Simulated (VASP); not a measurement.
A run of VASP 6.6.1 is set up as follows.

INCAR

```
PREC     = Accurate       # precision mode
ENCUT    = 520            # plane-wave cutoff, eV
EDIFF    = 1E-6           # SCF threshold, eV
ISMEAR   = -1             # smearing method
SIGMA    = 0.05           # smearing width, eV
LREAL    = F              # projectors in reciprocal space
LASPH    = T              # aspherical terms in the spheres
NELM     = 100            # most SCF steps
ALGO     = Normal         # electronic algorithm
ISIF     = 2              # what is computed and relaxed
LWAVE    = F              # write WAVECAR
LCHARG   = F              # write CHGCAR
METAGGA  = SCAN           # meta-GGA
LMIXTAU  = T            
NBANDS   = 8              # bands
```

File KPOINTS:

```
Automatic mesh
0
Gamma
  12 12 11
```

POSCAR

```
Si
1.0
    2.6205428149      0.0000000000      0.0000000000
   -1.3102714075      2.2694566494      0.0000000000
    0.0000000000      0.0000000000      2.4663543900
Si
1
Direct
    0.0000000000      0.0000000000      0.0000000000
```

File KPOINTS_OPT:

```
path GMKGALHA,LM,KH
20
line-mode
reciprocal
 0.0000000000  0.0000000000  0.0000000000  G
 0.5000000000  0.0000000000  0.0000000000  M

 0.5000000000  0.0000000000  0.0000000000  M
 0.3333333333  0.3333333333  0.0000000000  K

 0.3333333333  0.3333333333  0.0000000000  K
 0.0000000000  0.0000000000  0.0000000000  G

 0.0000000000  0.0000000000  0.0000000000  G
 0.0000000000  0.0000000000  0.5000000000  A

 0.0000000000  0.0000000000  0.5000000000  A
 0.5000000000  0.0000000000  0.5000000000  L

 0.5000000000  0.0000000000  0.5000000000  L
 0.3333333333  0.3333333333  0.5000000000  H

 0.3333333333  0.3333333333  0.5000000000  H
 0.0000000000  0.0000000000  0.5000000000  A

 0.5000000000  0.0000000000  0.5000000000  L
 0.5000000000  0.0000000000  0.0000000000  M

 0.3333333333  0.3333333333  0.0000000000  K
 0.3333333333  0.3333333333  0.5000000000  H
```

Potentials or basis: VASP PAW PBE potentials, release 64 (Si).

Launch:

```sh
$ cat potpaw_PBE.64/Si/POTCAR > POTCAR
$ mpirun -np 1 vasp_std > vasp.out
```

Task: What does it give for the band gap along the path?

Result: None (metal or under the smearing width).

Task: Estimate the pressure.

Result: 0.0 GPa.

Levels at the corners of the path, in eV from the Fermi level:
```
point  band 1  band 2  band 3  band 4  band 5
    Γ  -14.73    7.58    8.61   11.06   11.06
    M   -7.91   -7.11    5.49    6.74   13.73
    M   -7.91   -7.11    5.49    6.74   13.73
    K   -5.90   -4.77   -4.77   14.81   16.07
    K   -5.90   -4.77   -4.77   14.81   16.07
    Γ  -14.73    7.58    8.61   11.06   11.06
    Γ  -14.73    7.58    8.61   11.06   11.06
    A   -9.56   -7.58   14.89   14.89   15.66
    A   -9.56   -7.58   14.89   14.89   15.66
    L   -3.08   -2.30   -1.79    1.63    9.35
    L   -3.08   -2.30   -1.79    1.63    9.35
    H   -1.18   -0.83   -0.83    1.40    4.08
    H   -1.18   -0.83   -0.83    1.40    4.08
    A   -9.56   -7.58   14.89   14.89   15.66
    L   -3.08   -2.30   -1.79    1.63    9.35
    M   -7.91   -7.11    5.49    6.74   13.73
    K   -5.90   -4.77   -4.77   14.81   16.07
    H   -1.18   -0.83   -0.83    1.40    4.08
```

Caveat: the PAW data sets were made with another functional, which shifts forces and pressure a little.
